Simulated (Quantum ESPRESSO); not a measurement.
**Converging the plane-wave cutoff: ZnTe (R3m, 2 atoms in the cell)**

```
CELL_PARAMETERS angstrom
      2.15021    -1.24142     3.51127
      0.00000     2.48284     3.51127
     -2.15021    -1.24142     3.51127
ATOMIC_POSITIONS crystal
  Zn 0.00475 0.00475 0.00475
  Te 0.25000 0.25000 0.25000
```

Computed with PBE, SSSP 1.1.2 efficiency (PBE) pseudopotentials (plane waves; Quantum ESPRESSO 7.5).

Base settings: ecutwfc = 50 Ry; ecutrho = 400 Ry; occupations = smearing; smearing = fd; degauss = 0.0036749 Ry; potentials = {Zn: Zn_pbe_v1.uspp.F.UPF, Te: Te_pbe_v1.uspp.F.UPF}; K_POINTS = automatic 3 3 3 0 0 0; conv_thr = 1e-11 Ry.

Moved along: ecutrho.

The second cell is the first with its lattice scaled by 0.98.

The mesh stays at the base's, so the ladder's end is converged at best in this setting alone.

Only quantities that move along the ladder and can be compared are tabulated; the gap is left out on so coarse a mesh.

The count of work is k-points × plane waves × bands × iterations; it is no time. Core times come from one kind of shared machine, to one figure; runs under 30 s give none.

The starting cell has typed, rounded lattice constants, without a prior relaxation at this level. Its lattice was rescaled by up to half a per cent. One atom was moved a little off its site on purpose. In the base run, with a pressure of about 4 GPa the cell is away from its equilibrium volume at this level.

Steps (ecutwfc): 17.5 Ry; 20 Ry; 22 Ry; 25 Ry; 28 Ry; 30 Ry; 35 Ry; 40 Ry; 45 Ry; 50 Ry; 55 Ry; 60 Ry; 68 Ry; 75 Ry; 88 Ry; 100 Ry; 120 Ry.

**Question.** What is the coarsest ecutwfc that holds the forces within 0.01 eV/Å of the last step, with all finer ones?

**Answer.** 22 Ry, at 0.088 of the last step's count of work; the step before is off by 0.020 eV/Å.

**Question.** What is the coarsest ecutwfc that holds the pressure within 0.5 GPa of the last step, with all finer ones?

**Answer.** 40 Ry, at 0.18 of the last step's count of work; the step before is off by 2.2 GPa.

**Question.** What is the coarsest ecutwfc that holds the energy of the compressed cell less the first within 1 meV/atom of the last step, with all finer ones?

**Answer.** 40 Ry, at 0.18 of the last step's count of work; the step before is off by 1.4 meV/atom.

| ecutwfc | free energy less the last step's (meV/atom) | energy of the compressed cell less the first (meV/atom) | pressure (GPa) | largest difference of a force vector from the last step's (eV/Å) | count of work / last | core time / last (rough) |
|---|---|---|---|---|---|---|
| 17.5 Ry | 36201.66 | -596.90 | -811.60 | 0.093 | 0.056 | – |
| 20 Ry | 15423.52 | 1025.39 | -387.43 | 0.020 | 0.062 | – |
| 22 Ry | 7696.79 | 72.26 | -213.98 | 0.004 | 0.088 | – |
| 25 Ry | 2804.27 | 176.72 | -90.46 | 0.006 | 0.079 | – |
| 28 Ry | 876.81 | 117.13 | -32.46 | 0.001 | 0.10 | – |
| 30 Ry | 397.91 | 71.79 | -14.93 | 0.001 | 0.10 | – |
| 35 Ry | 49.88 | 59.74 | 1.73 | 0.000 | 0.15 | – |
| 40 Ry | 25.90 | 61.31 | 3.99 | 0.000 | 0.18 | – |
| 45 Ry | 22.96 | 61.22 | 3.78 | 0.000 | 0.23 | – |
| 50 Ry | 15.89 | 61.38 | 3.77 | 0.000 | 0.25 | – |
| 55 Ry | 12.32 | 61.27 | 3.94 | 0.000 | 0.29 | – |
| 60 Ry | 11.91 | 61.21 | 3.98 | 0.000 | 0.32 | 0.4 |
| 68 Ry | 10.04 | 61.18 | 3.87 | 0.000 | 0.43 | 0.5 |
| 75 Ry | 6.35 | 61.15 | 3.85 | 0.000 | 0.45 | 0.5 |
| 88 Ry | 3.02 | 61.18 | 3.97 | 0.000 | 0.63 | 0.7 |
| 100 Ry | 2.38 | 61.19 | 3.95 | 0.000 | 0.69 | 0.8 |
| 120 Ry | 0.00 | 61.18 | 3.96 | 0.000 | 1.0 | 1 |

Two neighbours can agree and both be off: 55 Ry and 60 Ry differ by 0.41 meV/atom in the free energy, yet lie about 12 meV/atom from the last step.

At the lowest cutoff the pressure lies 816 GPa under the last step's, the usual sign of Pulay stress in an incomplete plane-wave basis.
